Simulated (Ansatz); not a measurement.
Ansatz input

```yaml
crystal:
  lattice:
    - [-1.5966394724, 1.5966394724, 1.5966394724]
    - [1.5966394724, -1.5966394724, 1.5966394724]
    - [1.5966394724, 1.5966394724, -1.5966394724]
  atoms:
    - { symbol: Ir, position: [0.0, 0.0, 0.0], spin: 0.503 }
hamiltonian:
  xc: pbe
  pseudopotentials:
    kind: paw
    azcp:
      Ir: "pseudopotentials/Ir.paw.azcp"
basis:
  ecutwfc: 420
  fft_grid_basis: typed
kpoints:
  mp_grid: { grid: [23, 23, 23], shift: [0, 0, 0] }
magnetization:
  spin_polarized: true
scf:
  occupations: { method: fermi_dirac, width: 0.05 }
output:
  stress: true
```

and its output:

```
Engine: ansatz 0.2.0, aarch64-unknown-linux-gnu
Pseudopotentials: kind: paw
Pseudopotential: Ir, paw, valence charge 17, recommended cutoff 420 eV (normal) 
Functional definition: PBE
  parameter kappa = 0.804
  parameter beta = 0.06672455060314922
  exchange = pbe_x(kappa = kappa, mu = beta*pi^2/3)
  correlation = pbe_c(beta = beta)
Crystal: 1 atoms, lattice volume = 16.281 Å³
Basis set: ecut = 420 eV, 321 PW (Γ)
Bands: 13, of which v1, the nominal top of the filled ones, is band 9 counted from 1 (8 counted from 0)
Symmetry: 48 space group operations
Space group: Im-3m (ITA 229), of the structure as read, at distance tolerance 2.5e-5 Å
Magnetic group: BNS 229.140 (UNI 1642), of the structure as read, at distance tolerance 2.5e-5 Å
k-points: 364 of 12167
Non-local potential: Ir, projectors of the file, l = 0: 3, l = 1: 2, l = 2: 2, l = 3: 1
PAW form: soft (Blöchl's): semilocal exchange-correlation on the pseudo side does not see the compensation charge
PAW one-centre angular grid: Ir, 590 points (default); XC on 64 Gauss nodes
Initial density: superposition of atomic densities (chi_scale 0.1, normalization cell)
Starting moments: Σ|m| = 0.503 μB on 1 of 1 site
Initial wavefunctions: pseudopotential atomic-orbital guess
Functional: x = pbe(κ = 0.804, μ = 0.2195149727645171), c = pbe(β = 0.06672455060314922)
iter 1 solved again at ethr=1.43e-3 eV; its pass at ethr=3.10e-3 eV (dr2=2.43e-1 eV) is discarded
SCF iter   1: F=—  HF=-11934.586871 eV  |F-HF|=—  |Δ(HF+E_count)|=         —  Δρ=2.63e-2 (↑2.24e-2 ↓2.63e-2)  dr2=2.44e-1  dr2_m=2.96e-2  M=0.578 μB ∫|m|=0.578 μB  β_m=0.30  ethr=1.43e-3  ⟨swp⟩=1.0  Hψ=62460  notcnv=0
Mixer restart at iter 1: flushing history
SCF iter   2: F=—  HF=-11934.507576 eV  |F-HF|=—  |Δ(HF+E_count)|=   7.93e-2  Δρ=1.50e-2 (↑1.50e-2 ↓1.39e-2)  dr2=3.16e-2  dr2_m=1.83e-2  M=0.592 μB ∫|m|=0.593 μB  β_m=0.40  ethr=1.43e-3  ⟨swp⟩=2.8  Hψ=15433  notcnv=0
SCF iter   3: F=—  HF=-11934.565464 eV  |F-HF|=—  |Δ(HF+E_count)|=   5.79e-2  Δρ=9.22e-3 (↑9.22e-3 ↓5.21e-3)  dr2=2.64e-3  dr2_m=6.24e-3  M=0.610 μB ∫|m|=0.613 μB  β_m=0.70  ethr=1.86e-4  ⟨swp⟩=2.6  Hψ=16925  notcnv=0
SCF iter   4: F=—  HF=-11934.610928 eV  |F-HF|=—  |Δ(HF+E_count)|=   4.55e-2  Δρ=1.46e-3 (↑1.46e-3 ↓7.00e-4)  dr2=1.88e-4  dr2_m=1.49e-4  M=0.628 μB ∫|m|=0.635 μB  β_m=0.85  ethr=1.55e-5  ⟨swp⟩=2.0  Hψ=19491  notcnv=0  defer=1
SCF iter   5: F=—  HF=-11934.611696 eV  |F-HF|=—  |Δ(HF+E_count)|=   7.67e-4  Δρ=1.99e-4 (↑1.99e-4 ↓1.64e-4)  dr2=1.28e-6  dr2_m=4.48e-6  M=0.632 μB ∫|m|=0.640 μB  β_m=0.92  ethr=1.10e-6  ⟨swp⟩=2.4  Hψ=15159  notcnv=0  defer=1
SCF iter   6: F=—  HF=-11934.611695 eV  |F-HF|=—  |Δ(HF+E_count)|=   5.56e-7  Δρ=6.10e-5 (↑2.26e-5 ↓6.10e-5)  dr2=8.88e-7  dr2_m=1.16e-7  M=0.633 μB ∫|m|=0.641 μB  β_m=0.96  ethr=7.51e-9  ⟨swp⟩=2.0  Hψ=15927  notcnv=0  defer=1
SCF iter   7: F=—  HF=-11934.611696 eV  |F-HF|=—  |Δ(HF+E_count)|=   6.46e-7  Δρ=1.30e-5 (↑5.00e-6 ↓1.30e-5)  dr2=3.28e-8  dr2_m=6.83e-9  M=0.634 μB ∫|m|=0.642 μB  β_m=0.98  ethr=5.23e-9  ⟨swp⟩=2.2  Hψ=13217  notcnv=0  defer=1
SCF iter   8: F=—  HF=-11934.611696 eV  |F-HF|=—  |Δ(HF+E_count)|=   1.32e-8  Δρ=1.08e-6 (↑4.12e-7 ↓1.08e-6)  dr2=8.74e-11  dr2_m=7.78e-11  M=0.634 μB ∫|m|=0.642 μB  β_m=0.99  ethr=1.93e-10  ⟨swp⟩=2.2  Hψ=13689  notcnv=0  defer=1
SCF iter   9: F=-11934.611696 eV  HF=-11934.611696 eV  |F-HF|=9.09e-12  |Δ(HF+E_count)|=  4.00e-11  Δρ=9.44e-8 (↑4.39e-8 ↓9.44e-8)  dr2=2.75e-12  dr2_m=1.56e-13  M=0.634 μB ∫|m|=0.642 μB  ethr=1.00e-12  ⟨swp⟩=1.0  Hψ=26916  notcnv=0
SCF 1 converged in 9 iterations: F = -11934.611696 eV  dr2 = 2.75e-12
SCF converged after 9 iterations
Magnetization: 0.6338 μB (8.8169 up, 8.1831 down)
Absolute magnetization: 0.6418 μB (∫|ρ↑−ρ↓|, with the PAW one-centre terms)
Spin contamination: 0.0027 ħ² per cell (⟨S²⟩ above its minimum at these occupations)
Per-site moments (μB) at R_I (Å): [(0.6104744731783056, 1.1407525336212911)]
Free energy (F): -11934.611696 eV
Harris-Foulkes:  -11934.611696 eV  (|F-HF|=9.09e-12)
Internal energy: -11934.597685 eV  (E = F + TS)
E sigma→0 (E₀):  -11934.604691 eV
Entropy (-TS):   -0.014010 eV (-14.010 meV/atom)
Fermi energy:    21.435576 eV
--- Per-component energies (eV) ---
  E_band       = -142.241673
  E_kinetic    = 619.827596
  E_local      = -1227.630790  (includes V_loc(G=0)·N_el)
  E_nonlocal   = 73.154907
  E_hartree    = 460.987868
  E_xc         = -266.187713
  E_vxc        = -297.659234  (∫ρ·V_xc dr)
  E_paw        = -9223.415740  (= ΣΔE_a)
  E_vpaw       = -231.909886  (= ΣTr[D̂ρ^β])
  E_aug_tail   = 0.000061  (compensation charges beyond the density's cutoff)
  E_ewald      = -2371.333874
  E_smearing   = -0.014010  (= −TS)
  E_closure    = 0.000000  (closes the sum)
  Σ components = -11934.611696   (vs F -11934.611696, Δ=0.00e0)
--- Stress (GPa, compression-positive) ---
      -18.809079       0.000000       0.000000
        0.000000     -18.809079      -0.000000
        0.000000       0.000000     -18.809079
  P = ⅓ Tr σ = -18.8091 GPa (-188.091 kbar)
```
